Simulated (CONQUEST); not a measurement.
# CsBr (Pm-3m) in CONQUEST: equation of state

Aim: energy against volume of CsBr in PBE, for its equilibrium volume and stiffness.

All numbers are computed with CONQUEST 1.3; they aren't measurements. Logs are shortened: lines on timing, memory, paths and dates and some standing lists are left out, and cuts for length are marked.

### 1 Starting point

It takes space group Pm-3m (No. 221, cubic). The conventional cell has a = 4.326 Å, b = 4.326 Å, c = 4.326 Å, α = 90.00°, β = 90.00°, γ = 90.00°. Cs (site symmetry m-3m) is surrounded by 8 Br at 3.75 Å. Br (site symmetry m-3m) has 8 Cs at 3.75 Å as nearest neighbours.

The cell comes from a database or a generator and needn't be the stable form of this composition.

### 2 Equation of state, PBE, 38.04 Å³/atom (volume scaled by 0.94)

Input file Conquest_input:

```
IO.Title CsBr
IO.Coordinates coords.dat
IO.FractionalAtomicCoords T
IO.Iprint 2
IO.Iprint_init 1
General.NumberOfSpecies 2
General.PseudopotentialType hamann
AtomMove.TypeOfRun static
AtomMove.FullStress T
Grid.PointsAlongX 48
Grid.PointsAlongY 48
Grid.PointsAlongZ 48
DM.SolutionMethod diagon
Diag.MPMesh T
Diag.GammaCentred T
Diag.MPMeshX 6
Diag.MPMeshY 6
Diag.MPMeshZ 6
Diag.kT 0.00183747
minE.SCTolerance 1e-6
SC.MaxIters 100
IO.AtomChargeOutput T
%block ChemicalSpeciesLabel
1 132.910 Cs
2 79.900 Br
%endblock
```

Input file coords.dat:

```
    8.0073732409     0.0000000000     0.0000000000
    0.0000000000     8.0073732409     0.0000000000
    0.0000000000     0.0000000000     8.0073732409
2
  0.0000000000   0.0000000000   0.0000000000 1 T T T
  0.5000000000   0.5000000000   0.5000000000 2 T T T
```

Potentials or basis: PseudoDojo NC PBE, DZP, grid of 48 × 48 × 48 points.

Started as:

```bash
Conquest
```

Output:

```text
Simulation cell dimensions:     8.0074 a0 x     8.0074 a0 x     8.0074 a0

      Atomic coordinates (a0)
         Atom         X         Y         Z  Species
            1    0.0000    0.0000    0.0000        1
            2    4.0037    4.0037    4.0037        2

         Monkhorst-Pack mesh:   6 x   6 x   6 gamma-centred
        This calculation includes non-local pseudopotentials,
         with a maximum core radius of     12.36898661

    Job title: CsBr
    Job to be run: static calculation

    Ground state search:
      Support functions represented with PAO basis
      1:1 PAO to SF mapping
      Non-spin-polarised electrons
      Solving for the K matrix using diagonalisation
      Using Fermi-Dirac smearing

    Integration grid size:     48 x   48 x   48

    Integration grid spacing:  0.167 a0 x 0.167 a0 x 0.167 a0

    Number of species:  2
    --------------------------------------------------------
    |   #  mass (au)  Charge (e)  SF Rad (a0)  NSF  Label  |
    --------------------------------------------------------
    |   1    132.910       9.000       12.678   14  Cs     |
    |   2     79.900       7.000        6.172   13  Br     |
    --------------------------------------------------------
          SCF tolerance:                 0.00000100
          SCF iterations:               100

    The functional used will be GGA PBE96

           radial cut-off to be used is taken to be max PAO cut-off radius for this species:   12.368987

           greatest ang. mom. for making density from PAOs:  2

           radial cut-off to be used is taken to be max PAO cut-off radius for this species:    5.967027

           greatest ang. mom. for making density from PAOs:  2
    Minimum blocs/proc is     1728. Maximum blocs/proc is     1728
    set_atom_dens: In set_atomic_density, electrons :      16.000000000000
 matrix_size & matrix_size_padH =           27          27

    Screened ion int: energy:     -27.058863864910 Ha

    new_SC_potl: Starting.  Tolerance:  0.10000E-05

    PulayMixSC: Starting Pulay mixing, A_up =  0.500 A_dn =  0.500
    PulayMixSC: Spin non-polarised calculation.
          Harris-Foulkes Energy            :       -39.235665701838712 Ha
          (TS=0 as O(N) or entropic contribution is negligible)
          DFT Total Energy                 :       -39.221520811139591 Ha
          Total number of electrons        :        15.999999999998700
    PulayMixSC: Pulay iteration     1 residual:              0.20545E-02
          Harris-Foulkes Energy            :       -39.228456644324346 Ha
          (TS=0 as O(N) or entropic contribution is negligible)
          DFT Total Energy                 :       -39.228370981674182 Ha
          Total number of electrons        :        16.000001954765942
    PulayMixSC: Pulay iteration     2 residual:              0.84608E-03
          Harris-Foulkes Energy            :       -39.228414558656254 Ha
          (TS=0 as O(N) or entropic contribution is negligible)
          DFT Total Energy                 :       -39.228428380756299 Ha
          Total number of electrons        :        16.000005031576642
    PulayMixSC: Pulay iteration     3 residual:              0.44300E-03
          Harris-Foulkes Energy            :       -39.228442261982480 Ha
          (TS=0 as O(N) or entropic contribution is negligible)
          DFT Total Energy                 :       -39.228441706186061 Ha
          Total number of electrons        :        16.000010438362441
    PulayMixSC: Pulay iteration     4 residual:              0.48881E-04
          Harris-Foulkes Energy            :       -39.228442072832330 Ha
          (TS=0 as O(N) or entropic contribution is negligible)
          DFT Total Energy                 :       -39.228442073630923 Ha
          Total number of electrons        :        16.000012224117519
    PulayMixSC: Pulay iteration     5 residual:              0.18148E-05
          Harris-Foulkes Energy            :       -39.228442074046008 Ha
          (TS=0 as O(N) or entropic contribution is negligible)
          DFT Total Energy                 :       -39.228442073687830 Ha
          Total number of electrons        :        16.000012442502214
    PulayMixSC: Pulay iteration     6 residual:              0.68135E-06
    PulayMixSC: Reached SCF tolerance of  0.68135E-06 after      6 iterations
      | Number of electrons      =        16.000012
      |* band energy as 2Tr[K.H] =        -8.419454687223514 Ha
      |  screened ion-ion energy =       -27.058863864910442 Ha
      |  Ha correction           =        -0.008087624215495 Ha
      |  XC correction           =        -3.742036197856462 Ha
      |* Harris-Foulkes energy   =       -39.228442074046008 Ha
      |* DFT total energy        =       -39.228442073687830 Ha
      |  estimated accuracy      =        -0.000000000358177 Ha

    force: Forces on atoms (Ha/a0)
    force:  Atom   X              Y              Z
    force:     1   0.0000000000   0.0000000000   0.0000000000
    force:     2   0.0000000000   0.0000000000   0.0000000000

    force: Maximum force :        0.00000000(Ha/a0) on atom         2 in z direction
    force: Force Residual:        0.00000000 Ha/a0
    force: Total stress:         -1.55846562     0.00000000    -0.00000000 GPa
                             0.00000000    -1.55846562     0.00000000
                             0.00000000     0.00000000    -1.55846562
    force: Average pressure:      1.55846562 GPa

    force: Finished force
    get_E_and_F: Change in energy during last step of electronic optimisation: -0.12137E-08

    BIBLIOGRAPHY: Please consider citing the following references in the conquest.bib file

    CONQUEST:         Bowler2002pt, Miyazaki2004, Nakata2020
    Basis:            Bowler2019
    DM:               Bowler:2006xr
    Pseudopotentials: Hamann2013, Bowler2019
    XC functional:    Perdew1996
```

It took 61 s on 1 thread of Intel Xeon Platinum 8488C (Sapphire Rapids), shared host; peak memory 1 GiB.

What came out:

```yaml
Free_energy: -1067.4603 eV
Pressure: 1.6 GPa
Band_gap_on_the_k_mesh: 4.70 eV, direct
Mulliken_charges: Cs +0.43; Br -0.43 e
```

Caveat: Mulliken charges move with the basis; spin-orbit coupling is left out, which moves the levels of the heavy elements; the basis of atomic orbitals isn't converged, which shifts pressures, moduli and gaps.

### 3 Equation of state, PBE, 38.85 Å³/atom (volume scaled by 0.96)

Conquest_input is that of step 2.

Input file coords.dat:

```
    8.0637650513     0.0000000000     0.0000000000
    0.0000000000     8.0637650513     0.0000000000
    0.0000000000     0.0000000000     8.0637650513
2
  0.0000000000   0.0000000000   0.0000000000 1 T T T
  0.5000000000   0.5000000000   0.5000000000 2 T T T
```

Potentials or basis: PseudoDojo NC PBE, DZP, grid of 48 × 48 × 48 points.

Started as:

```bash
Conquest
```

Wall time 54 s (1 thread of Intel Xeon Platinum 8488C (Sapphire Rapids), shared host); peak memory 1 GiB.

The run converged. Its results:

| Item | Value |
| --- | --- |
| Free energy | -1067.4740 eV |
| Pressure | 1.1 GPa |
| Band gap on the k mesh | 4.62 eV, direct |
| Mulliken charges | Cs +0.43; Br -0.43 e |

Caveat: Mulliken charges move with the basis; spin-orbit coupling is left out, which moves the levels of the heavy elements; the basis of atomic orbitals isn't converged, which shifts pressures, moduli and gaps.

### 4 Equation of state, PBE, 39.66 Å³/atom (volume scaled by 0.98)

Conquest_input is that of step 3.

Input file coords.dat:

```
    8.1193789813     0.0000000000     0.0000000000
    0.0000000000     8.1193789813     0.0000000000
    0.0000000000     0.0000000000     8.1193789813
2
  0.0000000000   0.0000000000   0.0000000000 1 T T T
  0.5000000000   0.5000000000   0.5000000000 2 T T T
```

Started as:

```bash
Conquest
```

Run time: 55 s. Hardware: 1 thread of Intel Xeon Platinum 8488C (Sapphire Rapids), shared host; peak memory 1 GiB.

Results (log left out):

```yaml
Free_energy: -1067.4835 eV
Pressure: 0.8 GPa
Band_gap_on_the_k_mesh: 4.54 eV, direct
Mulliken_charges: Cs +0.43; Br -0.43 e
```

Caveat: Mulliken charges move with the basis; spin-orbit coupling is left out, which moves the levels of the heavy elements; the basis of atomic orbitals isn't converged, which shifts pressures, moduli and gaps.

### 5 Equation of state, PBE, 40.47 Å³/atom

Conquest_input is that of step 4.

Input file coords.dat:

```
    8.1742413144     0.0000000000     0.0000000000
    0.0000000000     8.1742413144     0.0000000000
    0.0000000000     0.0000000000     8.1742413144
2
  0.0000000000   0.0000000000   0.0000000000 1 T T T
  0.5000000000   0.5000000000   0.5000000000 2 T T T
```

Started as:

```bash
Conquest
```

Wall time 54 s (1 thread of Intel Xeon Platinum 8488C (Sapphire Rapids), shared host); peak memory 0.97 GiB.

It converged, with:

- Free energy: -1067.4894 eV
- Pressure: 0.5 GPa
- Band gap on the k mesh: 4.46 eV, indirect (least direct gap 4.46 eV)
- Mulliken charges: Cs +0.43; Br -0.43 e

Caveat: Mulliken charges move with the basis; spin-orbit coupling is left out, which moves the levels of the heavy elements; the basis of atomic orbitals isn't converged, which shifts pressures, moduli and gaps.

### 6 Equation of state, PBE, 41.28 Å³/atom (volume scaled by 1.02)

Conquest_input is that of step 5.

Input file coords.dat:

```
    8.2283769404     0.0000000000     0.0000000000
    0.0000000000     8.2283769404     0.0000000000
    0.0000000000     0.0000000000     8.2283769404
2
  0.0000000000   0.0000000000   0.0000000000 1 T T T
  0.5000000000   0.5000000000   0.5000000000 2 T T T
```

Potentials or basis: PseudoDojo NC PBE, DZP, grid of 48 × 48 × 48 points.

Started as:

```bash
Conquest
```

Wall time 53 s (1 thread of Intel Xeon Platinum 8488C (Sapphire Rapids), shared host); peak memory 0.96 GiB.

The run converged. Its results:

| Item | Value |
| --- | --- |
| Free energy | -1067.4925 eV |
| Pressure | 0.1 GPa |
| Band gap on the k mesh | 4.38 eV, indirect (least direct gap 4.39 eV) |
| Mulliken charges | Cs +0.42; Br -0.42 e |

Caveat: Mulliken charges move with the basis; spin-orbit coupling is left out, which moves the levels of the heavy elements; the basis of atomic orbitals isn't converged, which shifts pressures, moduli and gaps.

### 7 Equation of state, PBE, 42.09 Å³/atom (volume scaled by 1.04)

Conquest_input is that of step 6.

Input file coords.dat:

```
    8.2818094568     0.0000000000     0.0000000000
    0.0000000000     8.2818094568     0.0000000000
    0.0000000000     0.0000000000     8.2818094568
2
  0.0000000000   0.0000000000   0.0000000000 1 T T T
  0.5000000000   0.5000000000   0.5000000000 2 T T T
```

Potentials or basis: PseudoDojo NC PBE, DZP, grid of 48 × 48 × 48 points.

Started as:

```bash
Conquest
```

Output:

```text
Simulation cell dimensions:     8.2818 a0 x     8.2818 a0 x     8.2818 a0

      Atomic coordinates (a0)
         Atom         X         Y         Z  Species
            1    0.0000    0.0000    0.0000        1
            2    4.1409    4.1409    4.1409        2

         Monkhorst-Pack mesh:   6 x   6 x   6 gamma-centred
        This calculation includes non-local pseudopotentials,
         with a maximum core radius of     12.36898661

    Job title: CsBr
    Job to be run: static calculation

    Ground state search:
      Support functions represented with PAO basis
      1:1 PAO to SF mapping
      Non-spin-polarised electrons
      Solving for the K matrix using diagonalisation
      Using Fermi-Dirac smearing

    Integration grid size:     48 x   48 x   48

    Integration grid spacing:  0.173 a0 x 0.173 a0 x 0.173 a0

    Number of species:  2
    --------------------------------------------------------
    |   #  mass (au)  Charge (e)  SF Rad (a0)  NSF  Label  |
    --------------------------------------------------------
    |   1    132.910       9.000       12.595   14  Cs     |
    |   2     79.900       7.000        6.211   13  Br     |
    --------------------------------------------------------
          SCF tolerance:                 0.00000100
          SCF iterations:               100

    The functional used will be GGA PBE96

           radial cut-off to be used is taken to be max PAO cut-off radius for this species:   12.368987

           greatest ang. mom. for making density from PAOs:  2

           radial cut-off to be used is taken to be max PAO cut-off radius for this species:    5.967027

           greatest ang. mom. for making density from PAOs:  2
    Minimum blocs/proc is     1728. Maximum blocs/proc is     1728
    set_atom_dens: In set_atomic_density, electrons :      16.000000000000
 matrix_size & matrix_size_padH =           27          27

    Screened ion int: energy:     -27.163032271529 Ha

    new_SC_potl: Starting.  Tolerance:  0.10000E-05

    PulayMixSC: Starting Pulay mixing, A_up =  0.500 A_dn =  0.500
    PulayMixSC: Spin non-polarised calculation.
          Harris-Foulkes Energy            :       -39.237658308033772 Ha
          (TS=0 as O(N) or entropic contribution is negligible)
          DFT Total Energy                 :       -39.221855879108759 Ha
          Total number of electrons        :        15.999999999999176
    PulayMixSC: Pulay iteration     1 residual:              0.21218E-02
          Harris-Foulkes Energy            :       -39.229657667155308 Ha
          (TS=0 as O(N) or entropic contribution is negligible)
          DFT Total Energy                 :       -39.229540211589736 Ha
          Total number of electrons        :        15.999996125222161
    PulayMixSC: Pulay iteration     2 residual:              0.91642E-03
          Harris-Foulkes Energy            :       -39.229599859587815 Ha
          (TS=0 as O(N) or entropic contribution is negligible)
          DFT Total Energy                 :       -39.229613507984368 Ha
          Total number of electrons        :        15.999996092114982
    PulayMixSC: Pulay iteration     3 residual:              0.47936E-03
          Harris-Foulkes Energy            :       -39.229630772904436 Ha
          (TS=0 as O(N) or entropic contribution is negligible)
          DFT Total Energy                 :       -39.229630227722758 Ha
          Total number of electrons        :        15.999997751938418
    PulayMixSC: Pulay iteration     4 residual:              0.53322E-04
          Harris-Foulkes Energy            :       -39.229630656568546 Ha
          (TS=0 as O(N) or entropic contribution is negligible)
          DFT Total Energy                 :       -39.229630658969299 Ha
          Total number of electrons        :        15.999999216694578
    PulayMixSC: Pulay iteration     5 residual:              0.20741E-05
          Harris-Foulkes Energy            :       -39.229630658921941 Ha
          (TS=0 as O(N) or entropic contribution is negligible)
          DFT Total Energy                 :       -39.229630659216625 Ha
          Total number of electrons        :        15.999999479746485
    PulayMixSC: Pulay iteration     6 residual:              0.73107E-06
    PulayMixSC: Reached SCF tolerance of  0.73107E-06 after      6 iterations
      | Number of electrons      =        15.999999
      |* band energy as 2Tr[K.H] =        -8.304658162171510 Ha
      |  screened ion-ion energy =       -27.163032271528898 Ha
      |  Ha correction           =        -0.011647530540351 Ha
      |  XC correction           =        -3.750289467552032 Ha
      |* Harris-Foulkes energy   =       -39.229630658921941 Ha
      |* DFT total energy        =       -39.229630659216625 Ha
      |  estimated accuracy      =         0.000000000294683 Ha

    force: Forces on atoms (Ha/a0)
    force:  Atom   X              Y              Z
    force:     1  -0.0000000000  -0.0000000000  -0.0000000000
    force:     2   0.0000000000  -0.0000000000  -0.0000000000

    force: Maximum force :        0.00000000(Ha/a0) on atom         1 in z direction
    force: Force Residual:        0.00000000 Ha/a0
    force: Total stress:          0.09502424     0.00000000     0.00000000 GPa
                             0.00000000     0.09502424     0.00000000
                             0.00000000     0.00000000     0.09502424
    force: Average pressure:     -0.09502424 GPa

    force: Finished force
    get_E_and_F: Change in energy during last step of electronic optimisation: -0.23534E-08

    BIBLIOGRAPHY: Please consider citing the following references in the conquest.bib file

    CONQUEST:         Bowler2002pt, Miyazaki2004, Nakata2020
    Basis:            Bowler2019
    DM:               Bowler:2006xr
    Pseudopotentials: Hamann2013, Bowler2019
    XC functional:    Perdew1996
```

Run time: 56 s. Hardware: 1 thread of Intel Xeon Platinum 8488C (Sapphire Rapids), shared host; peak memory 0.93 GiB.

What came out:

* Free energy: -1067.4926 eV
* Pressure: -0.1 GPa
* Band gap on the k mesh: 4.30 eV, indirect (least direct gap 4.32 eV)
* Mulliken charges: Cs +0.42; Br -0.42 e

Caveat: Mulliken charges move with the basis; spin-orbit coupling is left out, which moves the levels of the heavy elements; the basis of atomic orbitals isn't converged, which shifts pressures, moduli and gaps.

### 8 Equation of state, PBE, 42.90 Å³/atom (volume scaled by 1.06)

Conquest_input is that of step 7.

Input file coords.dat:

```
    8.3345612578     0.0000000000     0.0000000000
    0.0000000000     8.3345612578     0.0000000000
    0.0000000000     0.0000000000     8.3345612578
2
  0.0000000000   0.0000000000   0.0000000000 1 T T T
  0.5000000000   0.5000000000   0.5000000000 2 T T T
```

Started as:

```bash
Conquest
```

It took 56 s on 1 thread of Intel Xeon Platinum 8488C (Sapphire Rapids), shared host; peak memory 0.93 GiB.

The run converged. Its results:

```
Free energy            : -1067.4905 eV
Pressure               : -0.3 GPa
Band gap on the k mesh : 4.23 eV, indirect (least direct gap 4.26 eV)
Mulliken charges       : Cs +0.42; Br -0.42 e
```

Caveat: Mulliken charges move with the basis; spin-orbit coupling is left out, which moves the levels of the heavy elements; the basis of atomic orbitals isn't converged, which shifts pressures, moduli and gaps.

### 9 Equation of state, PBE

Potentials or basis: PseudoDojo NC PBE, DZP, grid of 48 × 48 × 48 points.

This step only gathers the single runs of the series.

What came out:

| Quantity | Value |
| --- | --- |
| Equilibrium volume | 41.74 Å³/atom |
| Bulk modulus | 12.8 GPa |
| Pressure derivative of the bulk modulus | 6.0 (rough: it moves with the points fitted) |

Energy against volume, from the lowest point:
```
volume (Å³/atom)  energy (meV/atom)
          38.040              16.17
          38.850               9.32
          39.659               4.58
          40.468               1.59
          41.278               0.07
          42.087               0.00
          42.896               1.09
```

Caveat: the DZP basis gives volumes some 2 % larger than converged bases do, and moduli off by several per cent; the basis of atomic orbitals isn't converged, which shifts pressures, moduli and gaps.
